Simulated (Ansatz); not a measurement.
# ZnS: a line through an energy map

Aim: follow the energy of ZnS (P6_3mc, No. 186; 4 atoms in the cell) along one coordinate, c/a of the conventional cell, with the other held at volume per atom = 17.76 Å³.

Computed with Ansatz 0.2.0 (DFT PBE, scalar-relativistic, plane waves, PAW, unless a step's input says otherwise).

1 further run of the same task is left out (set aside as unsound or not needed).

**1. The system as given**

The structure is hexagonal, space group P6_3mc (No. 186). Conventional cell: a = 3.846 Å, b = 3.846 Å, c = 6.304 Å, α = 90.00°, β = 90.00°, γ = 120.00°. Zn (site symmetry 3m) has 4 S at 2.36 Å as nearest neighbours. Around S (site symmetry 3m) lie 4 Zn at 2.36 Å.

As a file:

```
CELL_PARAMETERS angstrom
3.84556 0.00000 0.00000
-1.92278 3.33035 0.00000
0.00000 0.00000 6.30372
ATOMIC_POSITIONS crystal
Zn 0.33333 0.66667 0.00520
Zn 0.66667 0.33333 0.50520
S 0.33333 0.66667 0.37980
S 0.66667 0.33333 0.87980
```

It is the result of an earlier relaxation at this level (volume 20.18 Å³/atom; gap on the mesh: 2.08 eV).

**2. What is varied**

The energy is mapped over volume and the cell's shape.

- volume per atom: 5 values from 17.76 to 22.61 Å³
- c/a of the conventional cell: 5 values from 1.367 to 1.966

Nothing else is relaxed (fractional coordinates fixed). Energies count from the relaxed crystal. Points are written as (first, second).

**3. Grid point (17.76 Å³, 1.367)**

Input file input.yaml:

```yaml
crystal:
  lattice:
    - [3.9155764935, 0.0, 0.0]
    - [-1.9577882467, 3.3909887138, 0.0]
    - [0.0, 0.0, 5.3506352783]
  atoms:
    - { symbol: Zn, position: [0.3333333333, 0.6666666667, 0.0052003725] }
    - { symbol: Zn, position: [0.6666666667, 0.3333333333, 0.5052003725] }
    - { symbol: S, position: [0.3333333333, 0.6666666667, 0.3797996275] }
    - { symbol: S, position: [0.6666666667, 0.3333333333, 0.8797996275] }
basis:
  ecutwfc: 520.0
kpoints:
  mp_grid: { grid: [9, 9, 6] }
hamiltonian:
  xc: pbe
scf:
  occupations: { method: gaussian, width: 0.05 }
output:
  forces: true
  stress: true
  eigenvalues: true
```

Run with:

```bash
$ ansatz run input.yaml --threads 1 --pin off --max-ram 2048MiB --backend cpu --events-out ev --progress --plain --runs-dir out
```

Standard output, shortened:

```text
Warning: RAYON_NUM_THREADS=1 ignored (pool sized by the plan → 1); use --threads N
[...]
Pseudopotentials: kind: paw
Pseudopotential: Zn, paw, valence charge 12, recommended cutoff 420 eV (normal), Zn.paw.azcp
Pseudopotential: S, paw, valence charge 6, recommended cutoff 420 eV (normal), S.paw.azcp
Functional definition: PBE
[...]
Crystal: 4 atoms, lattice volume = 71.044 Å³
Basis set: ecut = 520 eV, 1945 PW (Γ), exchange–correlation on 60×60×80 points (8 copies of the dense FFT grid, shifted against one another)
Bands: 22, of which v1, the nominal top of the filled ones, is band 18 counted from 1 (17 counted from 0)
Symmetry: 12 space group operations
Space group: P63mc (ITA 186), of the structure as read, at distance tolerance 4.1e-5 Å
k-points: 48 of 486 (time reversal used)
[...]
SCF iter   1: F=—  HF=-8443.947032 eV  |F-HF|=—  |Δ(HF+E_count)|=         —  Δρ=9.62e-4  dr2=3.53e-4  ethr=1.77e-3  ⟨swp⟩=6.4  Hψ=5432  notcnv=0
[...]
SCF iter   6: F=-8443.945824 eV  HF=-8443.945824 eV  |F-HF|=1.19e-8  |Δ(HF+E_count)|=   8.94e-7  Δρ=1.19e-5  dr2=9.53e-8  ethr=2.78e-10  ⟨swp⟩=3.1  Hψ=4808  notcnv=0
[...]
SCF converged after 6 iterations
Free energy (F): -8443.945824 eV
[...]
E sigma→0 (E₀):  -8443.945824 eV
Fermi energy:    8.224464 eV
[...]
--- Forces (eV/Å), atoms counted from 1 ---
  atom   1  Zn    -0.00000000    -0.00000000    -3.56093174
  atom   2  Zn    -0.00000000     0.00000000    -3.56093174
  atom   3  S     -0.00000000    -0.00000000     3.56090298
  atom   4  S     -0.00000000     0.00000000     3.56090298
[...]
--- Stress (GPa, compression-positive) ---
        2.441069       0.000000       0.000000
        0.000000       2.441069       0.000000
        0.000000      -0.000000      50.256105
  P = ⅓ Tr σ = 18.3794 GPa (183.794 kbar)
--- Band table (eV; the first three rows and the last of 48) ---
  k-point 0: bands = ["-6.8262", "-5.2204", "0.1881", "0.3934", "0.3934", "0.5995", "0.5995", "0.8547", "0.8547", "0.9631", "0.9631", "1.0719", "1.5119", "5.3798", "5.3798", "7.1080", "7.1080", "7.3130", "9.1359", "9.8199", "12.7050", "12.7050"]
[...]
```

It took 8 s on 1 thread of Arm Neoverse V2, shared host; peak memory 0.34 GiB.

Energy on the map's scale: 379 meV/atom.

**4. Grid point (17.76 Å³, 1.497)**

Changes to input.yaml since step 3:

```diff
@@ -2,5 +2,5 @@
   lattice:
-    - [3.9155764935, 0.0, 0.0]
-    - [-1.9577882467, 3.3909887138, 0.0]
-    - [0.0, 0.0, 5.3506352783]
+    - [3.7985747035, 0.0, 0.0]
+    - [-1.8992873517, 3.2896621915, 0.0]
+    - [0.0, 0.0, 5.6853267588]
   atoms:
```

Run with:

```bash
$ ansatz run input.yaml --threads 1 --pin off --max-ram 2048MiB --backend cpu --events-out ev --progress --plain --runs-dir out
```

Standard output, shortened:

```text
Warning: RAYON_NUM_THREADS=1 ignored (pool sized by the plan → 1); use --threads N
[...]
[... 4 set-up lines as earlier in the session ...]
[...]
Crystal: 4 atoms, lattice volume = 71.044 Å³
Basis set: ecut = 520 eV, 1935 PW (Γ), exchange–correlation on 60×60×90 points (8 copies of the dense FFT grid, shifted against one another)
Bands: 22, of which v1, the nominal top of the filled ones, is band 18 counted from 1 (17 counted from 0)
[... 2 set-up lines as earlier in the session ...]
k-points: 48 of 486 (time reversal used)
[...]
SCF iter   6: F=-8444.866064 eV  HF=-8444.866064 eV  |F-HF|=5.78e-8  |Δ(HF+E_count)|=   7.82e-7  Δρ=9.92e-6  dr2=6.11e-8  ethr=2.78e-10  ⟨swp⟩=3.2  Hψ=4590  notcnv=0
[...]
SCF converged after 6 iterations
Free energy (F): -8444.866064 eV
[...]
E sigma→0 (E₀):  -8444.866064 eV
Fermi energy:    8.553586 eV
[...]
--- Forces (eV/Å), atoms counted from 1 ---
  atom   1  Zn     0.00000000    -0.00000000    -1.33533503
  atom   2  Zn     0.00000000     0.00000000    -1.33533503
  atom   3  S     -0.00000000    -0.00000000     1.33530525
  atom   4  S     -0.00000000     0.00000000     1.33530525
[...]
--- Stress (GPa, compression-positive) ---
        6.214849       0.000000      -0.000000
        0.000000       6.214849      -0.000000
       -0.000000      -0.000000      27.683406
  P = ⅓ Tr σ = 13.3710 GPa (133.710 kbar)
--- Band table (eV; the first three rows and the last of 48) ---
  k-point 0: bands = ["-6.7392", "-5.3502", "0.3576", "0.4676", "0.4676", "0.6071", "0.6071", "0.9645", "0.9645", "1.0865", "1.0865", "1.1535", "1.3784", "5.7801", "5.7801", "7.1551", "7.1551", "7.3119", "9.7953", "9.9251", "13.0297", "13.0297"]
[...]
```

It took 7.7 s on 1 thread of Arm Neoverse V2, shared host; peak memory 0.35 GiB.

On the map this point reads 149 meV/atom.

**5. Point (17.76 Å³, 1.639)**

Changes to input.yaml since step 4:

```diff
@@ -2,5 +2,5 @@
   lattice:
-    - [3.7985747035, 0.0, 0.0]
-    - [-1.8992873517, 3.2896621915, 0.0]
-    - [0.0, 0.0, 5.6853267588]
+    - [3.6851315482, 0.0, 0.0]
+    - [-1.8425657741, 3.1914175371, 0.0]
+    - [0.0, 0.0, 6.0407488922]
   atoms:
```

Run with:

```bash
$ ansatz run input.yaml --threads 1 --pin off --max-ram 2048MiB --backend cpu --events-out ev --progress --plain --runs-dir out
```

Standard output, shortened:

```text
Warning: RAYON_NUM_THREADS=1 ignored (pool sized by the plan → 1); use --threads N
[...]
[... 4 set-up lines as earlier in the session ...]
[...]
Crystal: 4 atoms, lattice volume = 71.044 Å³
Basis set: ecut = 520 eV, 1919 PW (Γ), exchange–correlation on 60×60×90 points (8 copies of the dense FFT grid, shifted against one another)
Bands: 22, of which v1, the nominal top of the filled ones, is band 18 counted from 1 (17 counted from 0)
[... 2 set-up lines as earlier in the session ...]
k-points: 48 of 486 (time reversal used)
[...]
SCF converged after 7 iterations
Free energy (F): -8445.147275 eV
[...]
E sigma→0 (E₀):  -8445.147275 eV
Fermi energy:    8.587156 eV
[...]
--- Forces (eV/Å), atoms counted from 1 ---
  atom   1  Zn     0.00000000    -0.00000000     0.03180309
  atom   2  Zn    -0.00000000     0.00000000     0.03180309
  atom   3  S     -0.00000000    -0.00000000    -0.03180310
  atom   4  S      0.00000000     0.00000000    -0.03180310
[...]
--- Stress (GPa, compression-positive) ---
       11.645176      -0.000000       0.000000
       -0.000000      11.645176       0.000000
        0.000000       0.000000      11.916573
  P = ⅓ Tr σ = 11.7356 GPa (117.356 kbar)
--- Band table (eV; the first three rows and the last of 48) ---
  k-point 0: bands = ["-6.7092", "-5.5692", "0.4359", "0.4519", "0.4519", "0.5511", "0.5511", "1.0109", "1.0109", "1.1130", "1.1130", "1.1168", "1.3735", "6.2006", "6.2006", "7.1621", "7.2533", "7.2533", "9.9204", "10.5066", "13.4365", "13.4365"]
[...]
```

Wall time 9.8 s (1 thread of Arm Neoverse V2, shared host); peak memory 0.34 GiB.

That is 79 meV/atom from the zero.

**6. Grid point (17.76 Å³, 1.795)**

Changes to input.yaml since step 5:

```diff
@@ -2,5 +2,5 @@
   lattice:
-    - [3.6851315482, 0.0, 0.0]
-    - [-1.8425657741, 3.1914175371, 0.0]
-    - [0.0, 0.0, 6.0407488922]
+    - [3.5750203452, 0.0, 0.0]
+    - [-1.7875101726, 3.096058438, 0.0]
+    - [0.0, 0.0, 6.4185915278]
   atoms:
```

Run with:

```bash
$ ansatz run input.yaml --threads 1 --pin off --max-ram 2048MiB --backend cpu --events-out ev --progress --plain --runs-dir out
```

Standard output, shortened:

```text
Warning: RAYON_NUM_THREADS=1 ignored (pool sized by the plan → 1); use --threads N
[...]
[... 4 set-up lines as earlier in the session ...]
[...]
Crystal: 4 atoms, lattice volume = 71.044 Å³
Basis set: ecut = 520 eV, 1943 PW (Γ), exchange–correlation on 54×54×96 points (8 copies of the dense FFT grid, shifted against one another)
Bands: 22, of which v1, the nominal top of the filled ones, is band 18 counted from 1 (17 counted from 0)
[... 2 set-up lines as earlier in the session ...]
k-points: 48 of 486 (time reversal used)
[...]
SCF converged after 7 iterations
Free energy (F): -8444.921540 eV
[...]
E sigma→0 (E₀):  -8444.921540 eV
Fermi energy:    8.514496 eV
[...]
--- Forces (eV/Å), atoms counted from 1 ---
  atom   1  Zn     0.00000000    -0.00000000     0.83489639
  atom   2  Zn     0.00000000     0.00000000     0.83489639
  atom   3  S     -0.00000000    -0.00000000    -0.83488081
  atom   4  S      0.00000000     0.00000000    -0.83488081
[...]
--- Stress (GPa, compression-positive) ---
       18.351952      -0.000000      -0.000000
       -0.000000      18.351952       0.000000
       -0.000000       0.000000       1.997748
  P = ⅓ Tr σ = 12.9006 GPa (129.006 kbar)
--- Band table (eV; the first three rows and the last of 48) ---
  k-point 0: bands = ["-6.7298", "-5.8349", "0.3893", "0.3893", "0.4430", "0.4601", "0.4601", "0.9354", "1.0035", "1.0035", "1.0768", "1.0768", "1.4998", "6.6377", "6.6377", "6.8520", "7.4129", "7.4129", "9.6153", "11.2569", "13.0826", "13.9106"]
[...]
```

Run time: 7.6 s. Hardware: 1 thread of Arm Neoverse V2, shared host; peak memory 0.35 GiB.

Energy on the map's scale: 135 meV/atom.

**7. Variant: xc r2scan**

Changes to input.yaml since step 6:

```diff
@@ -15,3 +15,3 @@
 hamiltonian:
-  xc: pbe
+  xc: r2scan
 scf:
@@ -20,3 +20,3 @@
   forces: true
+  eigenvalues: true
   stress: true
-  eigenvalues: true
```

Run with:

```bash
$ ansatz run input.yaml --threads 1 --pin off --max-ram 2048MiB --backend cpu --events-out ev --progress --plain --runs-dir out
```

Standard output, shortened:

```text
Warning: RAYON_NUM_THREADS=1 ignored (pool sized by the plan → 1); use --threads N
[...]
[... 1 set-up line as earlier in the session ...]
Pseudopotential: Zn, paw, valence charge 12, recommended cutoff 500 eV (meta_gga), Zn.paw.azcp
Pseudopotential: S, paw, valence charge 6, recommended cutoff 500 eV (meta_gga), S.paw.azcp
Functional definition: r2SCAN
[...]
Crystal: 4 atoms, lattice volume = 71.044 Å³
Basis set: ecut = 520 eV, 1943 PW (Γ), exchange–correlation on 108×108×192 points (64 copies of the dense FFT grid, shifted against one another)
Bands: 22, of which v1, the nominal top of the filled ones, is band 18 counted from 1 (17 counted from 0)
[... 2 set-up lines as earlier in the session ...]
k-points: 48 of 486 (time reversal used)
[...]
SCF converged after 7 iterations
Free energy (F): -8466.463511 eV
[...]
E sigma→0 (E₀):  -8466.463511 eV
Fermi energy:    8.523625 eV
[...]
--- Forces (eV/Å), atoms counted from 1 ---
  atom   1  Zn     0.00000000    -0.00000000     0.80333714
  atom   2  Zn     0.00000000     0.00000000     0.80333714
  atom   3  S     -0.00000000    -0.00000000    -0.80334799
  atom   4  S     -0.00000000     0.00000000    -0.80334799
[...]
--- Stress (GPa, compression-positive) ---
       16.215565       0.000000      -0.000000
       -0.000000      16.215565       0.000000
       -0.000000       0.000000      -0.470516
  P = ⅓ Tr σ = 10.6535 GPa (106.535 kbar)
--- Band table (eV; the first three rows and the last of 48) ---
  k-point 0: bands = ["-7.5597", "-6.6488", "-0.0492", "-0.0492", "0.0085", "0.0274", "0.0274", "0.5278", "0.6132", "0.6132", "0.6867", "0.6867", "1.1214", "6.3588", "6.3588", "6.5696", "7.1547", "7.1547", "9.8920", "11.5404", "13.3327", "14.1327"]
[...]
```

It took 14 s on 1 thread of Arm Neoverse V2, shared host; peak memory 0.47 GiB.

```
    run     ending   energy change  pressure (GPa)  gap (eV)  force (eV/Å)  cycles   time
 step 6  converged               -            12.9      2.20          0.83       7  7.6 s
variant  converged  not comparable            10.7      2.74          0.80       7   14 s
```

Total energies don't compare across a change of functional; the pressure goes from 12.9 to 10.7 GPa, the gap on the mesh goes from 2.20 to 2.74 eV and the largest force goes from 0.83 to 0.80 eV/Å. At this fixed cell a lower pressure means that this functional prefers a smaller volume than the reference. Meta-GGAs of this kind usually give somewhat wider gaps than GGAs. Cost: 14 s against 7.6 s.

**8. Point (17.76 Å³, 1.966)**

Changes to input.yaml since step 6:

```diff
@@ -2,5 +2,5 @@
   lattice:
-    - [3.5750203452, 0.0, 0.0]
-    - [-1.7875101726, 3.096058438, 0.0]
-    - [0.0, 0.0, 6.4185915278]
+    - [3.4682332922, 0.0, 0.0]
+    - [-1.7341166461, 3.0035781373, 0.0]
+    - [0.0, 0.0, 6.8199339457]
   atoms:
```

Run with:

```bash
$ ansatz run input.yaml --threads 1 --pin off --max-ram 2048MiB --backend cpu --events-out ev --progress --plain --runs-dir out
```

Standard output, shortened:

```text
Warning: RAYON_NUM_THREADS=1 ignored (pool sized by the plan → 1); use --threads N
[...]
[... 4 set-up lines as earlier in the session ...]
[...]
Crystal: 4 atoms, lattice volume = 71.044 Å³
Basis set: ecut = 520 eV, 1909 PW (Γ), exchange–correlation on 54×54×108 points (8 copies of the dense FFT grid, shifted against one another)
Bands: 22, of which v1, the nominal top of the filled ones, is band 18 counted from 1 (17 counted from 0)
[... 2 set-up lines as earlier in the session ...]
k-points: 48 of 486 (time reversal used)
[...]
SCF converged after 7 iterations
Free energy (F): -8444.301388 eV
[...]
E sigma→0 (E₀):  -8444.301388 eV
Fermi energy:    8.319701 eV
[...]
--- Forces (eV/Å), atoms counted from 1 ---
  atom   1  Zn     0.00000000     0.00000000     1.29951308
  atom   2  Zn     0.00000000    -0.00000000     1.29951308
  atom   3  S     -0.00000000     0.00000000    -1.29945574
  atom   4  S     -0.00000000    -0.00000000    -1.29945574
[...]
--- Stress (GPa, compression-positive) ---
       25.992070       0.000000       0.000000
        0.000000      25.992070      -0.000000
        0.000000       0.000000      -3.210971
  P = ⅓ Tr σ = 16.2577 GPa (162.577 kbar)
--- Band table (eV; the first three rows and the last of 48) ---
  k-point 0: bands = ["-6.7924", "-6.1160", "0.3085", "0.3085", "0.3576", "0.3576", "0.3960", "0.7215", "0.9589", "0.9589", "1.0062", "1.0062", "1.6304", "6.3979", "7.0915", "7.0915", "7.6400", "7.6400", "8.9981", "12.0296", "13.0866", "14.4408"]
[...]
```

Wall time 8.2 s (1 thread of Arm Neoverse V2, shared host); peak memory 0.35 GiB.

That is 290 meV/atom from the zero.

**9. The same system, input altered**

Changes to input.yaml since step 8:

```diff
@@ -18,5 +18,7 @@
   occupations: { method: gaussian, width: 0.05 }
+  mixing: { algorithm: broyden, beta: 0.95, ndim: 1, preconditioner: none }
+  max_iter: 80
 output:
   forces: true
+  eigenvalues: true
   stress: true
-  eigenvalues: true
```

Run with:

```bash
$ ansatz run input.yaml --threads 1 --pin off --max-ram 2048MiB --backend cpu --events-out ev --progress --plain --runs-dir out
```

Standard output, shortened:

```text
Warning: RAYON_NUM_THREADS=1 ignored (pool sized by the plan → 1); use --threads N
[...]
[... 4 set-up lines as earlier in the session ...]
[...]
Crystal: 4 atoms, lattice volume = 71.044 Å³
Basis set: ecut = 520 eV, 1909 PW (Γ), exchange–correlation on 54×54×108 points (8 copies of the dense FFT grid, shifted against one another)
Bands: 22, of which v1, the nominal top of the filled ones, is band 18 counted from 1 (17 counted from 0)
[... 2 set-up lines as earlier in the session ...]
k-points: 48 of 486 (time reversal used)
[...]
Free energy (F): -8444.301388 eV
[...]
E sigma→0 (E₀):  -8444.301388 eV
Fermi energy:    8.319779 eV
[...]
--- Forces (eV/Å), atoms counted from 1 ---
  atom   1  Zn     0.00000000     0.00000000     1.29950937
  atom   2  Zn     0.00000000    -0.00000000     1.29950937
  atom   3  S     -0.00000000     0.00000000    -1.29942112
  atom   4  S     -0.00000000    -0.00000000    -1.29942112
[...]
--- Stress (GPa, compression-positive) ---
       25.991800       0.000000       0.000000
       -0.000000      25.991800      -0.000000
        0.000000       0.000000      -3.211330
  P = ⅓ Tr σ = 16.2574 GPa (162.574 kbar)
--- Band table (eV; the first three rows and the last of 48) ---
  k-point 0: bands = ["-6.7923", "-6.1160", "0.3087", "0.3087", "0.3577", "0.3577", "0.3962", "0.7217", "0.9591", "0.9591", "1.0065", "1.0065", "1.6305", "6.3980", "7.0916", "7.0916", "7.6401", "7.6401", "8.9982", "12.0297", "13.0866", "14.4409"]
[...]
```

Wall time 10 s (1 thread of Arm Neoverse V2, shared host); peak memory 0.34 GiB.

**10. Checking the result**

The program finished normally. That alone doesn't make the input a sound one.

In the input, scf.mixing.algorithm is broyden; scf.mixing.beta is 0.95; scf.mixing.ndim is 1; scf.mixing.preconditioner is none. What could go wrong: mixing too aggressive. Here it did no harm, as the sound run's energy shows (within 1 meV an atom). Several mixing settings were changed at once, so this run can't tell how much each is to blame.

To undo it: delete scf.mixing.algorithm, scf.mixing.beta, scf.mixing.ndim and scf.mixing.preconditioner (the default then holds).

```
    run     ending  energy change  pressure (GPa)  gap (eV)  force (eV/Å)  cycles   time
 step 8  converged              0            16.3      1.36          1.30       7  8.2 s
altered  converged   0.0 meV/atom            16.3      1.36          1.30      11   10 s
```

The changed mixing doesn't alter the result here (within 0.5 meV/atom). Cost: 11 SCF cycles against 7.

**11. Results**

| c/a of the conventional cell | step | energy (meV/atom) | slope (meV/atom per unit) | pressure (GPa) | band gap on the k-mesh (eV) | largest force on an atom (eV/Å) |
| --- | --- | --- | --- | --- | --- | --- |
| 1.367 | 3 | 379 | −2586 | 18.4 | 1.82 | 3.56 |
| 1.497 | 4 | 149 | −1060 | 13.4 | 2.48 | 1.33 |
| 1.639 | 5 | 79 | −12 | 11.7 | 2.67 | 0.03 |
| 1.795 | 6 | 135 | 673 | 12.9 | 2.20 | 0.83 |
| 1.966 | 8 | 290 | 1098 | 16.3 | 1.36 | 1.30 |

Energies count from the relaxed crystal. Slopes come from the forces (and the stress, where the cell changes), not from differences of energies.

```
                                                                                                             run                                                                                            outcome
                                                                     step 7, run with xc r2scan (against step 6)  converged; the pressure goes from 12.9 to 10.7 GPa; the gap on the mesh goes from 2.20 to 2.74 eV
step 9, run with mixing.algorithm broyden, mixing.beta 0.95, mixing.ndim 1, preconditioner none (against step 8)                                                                           converged, 11 SCF cycles
```

**Reading.** The lowest point of the line is at 1.639, 79 meV/atom from the zero. A fit to energies and slopes at the lowest point and its two neighbours puts the minimum at 1.6416, with a curvature of about 5600 meV/atom per (unit)². The highest point computed, at 1.367, lies 300 meV/atom above the lowest. This is one cut through a surface in two coordinates; the map's lowest point lies off it.

The gaps are Kohn-Sham values of a semilocal functional, not quasiparticle or optical gaps. Such gaps usually fall short of the measured ones.
